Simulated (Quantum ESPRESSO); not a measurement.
Wanted: the native input for a Quantum ESPRESSO 7.5 run.

```yaml
Task: single point
Functional: PBEsol
Potentials_or_basis: GBRV 1.5 PBEsol
Cutoff: 612 eV
Density_cutoff: 4898 eV
k_mesh: 6 × 6 × 6
Occupations: gaussian, width 0.05 eV
Spin: no spin polarisation
Hubbard_terms: Ti d U = 7 eV
Hubbard_projectors: ortho-atomic
Double: 4
Start_of_the_occupations: crystal_field
Moments_locked: none
Magnetic_state_asked_for: nm
Symmetry: off
Formal_shell_electrons: 1 d2
Nosym: yes
SCF_threshold: 5e-07 Ry
Most_SCF_iterations: 100
Mixing_ndim: 20
Mixing_beta: 0.7
```

The system is TiSe.

```
Ti Se
1.0
     3.40340    0.00000    0.00000
     0.00000    3.40340    0.00000
     0.00000    0.00000    3.40340
Ti Se
1 1
Direct
  0.00000 0.00000 0.00000
  0.50000 0.50000 0.50000
```

The cell comes from a database or a generator and needn't be the stable form of this composition.

One way to write it, as run:

pw.in

```
&CONTROL
  calculation = 'scf'
  prefix = 'pwscf'
  outdir = './tmp'
  pseudo_dir = './pseudo'
  tprnfor = .true.
  disk_io = 'nowf'
/
&SYSTEM
  ibrav = 0
  nat = 2
  ntyp = 2
  ecutwfc = 45
  ecutrho = 360
  nbnd = 18
  occupations = 'smearing'
  smearing = 'gaussian'
  degauss = 0.00367493
  nosym = .true.
  starting_ns_eigenvalue(1,1,1) = 0
  starting_ns_eigenvalue(2,1,1) = 0
  starting_ns_eigenvalue(3,1,1) = 0
  starting_ns_eigenvalue(4,1,1) = 0
  starting_ns_eigenvalue(5,1,1) = 1
/
&ELECTRONS
  conv_thr = 5d-07
  electron_maxstep = 100
  mixing_beta = 0.7
  mixing_ndim = 20
/
ATOMIC_SPECIES
Ti    47.8670 ti_pbesol_v1.4.uspp.F.UPF
Se    78.9710 se_pbesol_v1.uspp.F.UPF
CELL_PARAMETERS angstrom
   3.4034008100    0.0000000000    0.0000000000
   0.0000000000    3.4034008100    0.0000000000
   0.0000000000    0.0000000000    3.4034008100
ATOMIC_POSITIONS crystal
Ti     0.0000000000    0.0000000000    0.0000000000
Se     0.5000000000    0.5000000000    0.5000000000
K_POINTS automatic
6 6 6 0 0 0
HUBBARD {ortho-atomic}
U Ti-3d 7.0
```

Potentials or basis: GBRV 1.5 PBEsol.

The run is started by

```bash
$ OMP_NUM_THREADS=1 mpirun -n 2 pw.x -nk 2 -in pw.in > pw.out
```

Wall time 40 s on 2 MPI ranks on Arm Neoverse V1 (shared host), peak memory 0.26 GiB a rank.
